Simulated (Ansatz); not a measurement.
Sn:

```
Sn
1.0
    -1.66644    1.70779    2.18280
     1.79387   -1.85892    2.39165
     1.69371    1.88544   -2.29756
Sn
1
Direct
  0.00000 0.00000 0.00000
```

This isn't the form of Sn at room conditions, which is tetragonal (white tin).

The cell isn't the ideal one: cell sheared at random, sigma 0.06, atoms nudged by 0.01 Å.

| Item | Value |
| --- | --- |
| Program | Ansatz 0.2.0 |
| Task | relaxation of cell and atoms |
| Functional | BLYP |
| Dispersion | D3(BJ) |
| Potentials or basis | Ansatz PAW |
| Cutoff | 420 eV (not typed: the program's choice for these potentials) |
| k mesh | 10 × 9 × 10 |
| Occupations | fermi-dirac, width 0.05 eV |
| Spin | no spin polarisation |

At the start: volume 28.61 Å³/atom.

Problem. Where does the relaxation end?

Solution. It ends after 13 steps and the volume is 27.54 Å³/atom (-3.7 %); space group C2/m (No. 12, to 0.05 Å).

The path:
```tsv
step	energy change (eV)	largest force (eV/Å)	volume (Å³)
1	0.0000	0.0000	28.61
2	-0.0148	0.0000	27.78
3	-0.0172	0.0000	27.33
4	-0.0207	0.0000	27.63
5	-0.0210	0.0000	27.54
6	-0.0210	0.0000	27.50
7	-0.0212	0.0000	27.48
8	-0.0213	0.0000	27.47
9	-0.0218	0.0000	27.47
10	-0.0218	0.0000	27.49
11	-0.0219	0.0000	27.52
12	-0.0219	0.0000	27.54
13	-0.0218	0.0000	27.54
```

Final structure:
```
Sn
1.0
    -1.81962    1.75785    2.23909
     1.78622   -1.76414    2.20481
     1.77741    1.72067   -2.23962
Sn
1
Cartesian
  0.0000 0.0000 0.0000
```

Caveat: the plane-wave basis is chosen anew once the cell has moved, so the energies of steps on either side of that aren't comparable; pairwise dispersion overbinds metals, which lowers pressure and volume; the PAW data sets come from PBE, with cores solved anew for the run's functional, which leaves a small shift of forces and pressure.
